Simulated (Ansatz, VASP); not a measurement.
# Ir: VASP beside Ansatz

Contents of POSCAR:

```
Ir
1.0
    4.8773957365      0.0000000000      0.0000000000
    0.0000000000      4.8773957365      0.0000000000
    0.0000000000      0.0000000000      4.8773957365
Ir
8
Direct
    0.5000000000      0.5000000000      0.5000000000
    0.0000000000      0.0000000000      0.0000000000
    0.2500000000      0.0000000000      0.5000000000
    0.5000000000      0.2500000000      0.0000000000
    0.5000000000      0.7500000000      0.0000000000
    0.7500000000      0.0000000000      0.5000000000
    0.0000000000      0.5000000000      0.7500000000
    0.0000000000      0.5000000000      0.2500000000
```

File INCAR.step1:

```
SYSTEM = Ir
PREC = Accurate
ENCUT = 520
ISMEAR = 0
SIGMA = 0.1
LREAL = .FALSE.
LASPH = .TRUE.
NELM = 100
NBANDS = 46
GGA = PE
ALGO = Normal
EDIFF = 1E-4
LWAVE = .TRUE.
LCHARG = .FALSE.
```

File INCAR.step2:

```
SYSTEM = Ir
PREC = Accurate
ENCUT = 520
EDIFF = 1E-6
ISMEAR = 0
SIGMA = 0.1
LREAL = .FALSE.
LASPH = .TRUE.
NELM = 100
ALGO = Normal
ISIF = 2
LWAVE = .FALSE.
LCHARG = .TRUE.
METAGGA = R2SCAN
LMIXTAU = .TRUE.
LELF = .TRUE.
LVHAR = .TRUE.
NBANDS = 46
ISTART = 1
```

The input KPOINTS:

```
regular mesh
0
G
  4 4 4
  0 0 0
```

Input for Ansatz:

```yaml
crystal:
  lattice:
    - [4.8773957365, 0.0, 0.0]
    - [0.0, 4.8773957365, 0.0]
    - [0.0, 0.0, 4.8773957365]
  atoms:
    - { symbol: Ir, position: [0.5, 0.5, 0.5] }
    - { symbol: Ir, position: [0.0, 0.0, 0.0] }
    - { symbol: Ir, position: [0.25, 0.0, 0.5] }
    - { symbol: Ir, position: [0.5, 0.25, 0.0] }
    - { symbol: Ir, position: [0.5, 0.75, 0.0] }
    - { symbol: Ir, position: [0.75, 0.0, 0.5] }
    - { symbol: Ir, position: [0.0, 0.5, 0.75] }
    - { symbol: Ir, position: [0.0, 0.5, 0.25] }
basis:
  ecutwfc: 500
kpoints:
  mp_grid: { grid: [4, 4, 4] }
hamiltonian:
  xc: r2scan
scf:
  occupations: { method: gaussian, width: 0.1 }
  lower_state_search: "off"
output:
  forces: true
  stress: true
  eigenvalues: true
```

Alike in both runs: task single point; functional r2SCAN; k mesh 4 × 4 × 4; occupations gaussian, width 0.1 eV; no spin polarisation.

```csv
,VASP,Ansatz
version,VASP 6.6.1,Ansatz 0.2.0
potentials or method,"VASP PAW PBE potentials, release 64 (Ir)","scalar-relativistic, plane waves, PAW"
plane-wave cutoff (eV),520,500
valence electrons in the cell,72,136
```

```tsv
	VASP	Ansatz	Ansatz less VASP
gap on the k mesh at the Fermi level (eV)	none	none	-
pressure (GPa)	9.5	7.0	-2.59
```

A gap of «none» marks a metal or a gap that the smearing closes. With one functional, cell and mesh, what is left measures potentials, basis and numerics. The two sets of potentials don't hold the same shells in valence.

Caveats: the PAW data sets were made with another functional, which shifts forces and pressure a little (VASP). Spin-orbit coupling is left out, which matters for the levels of Ir.
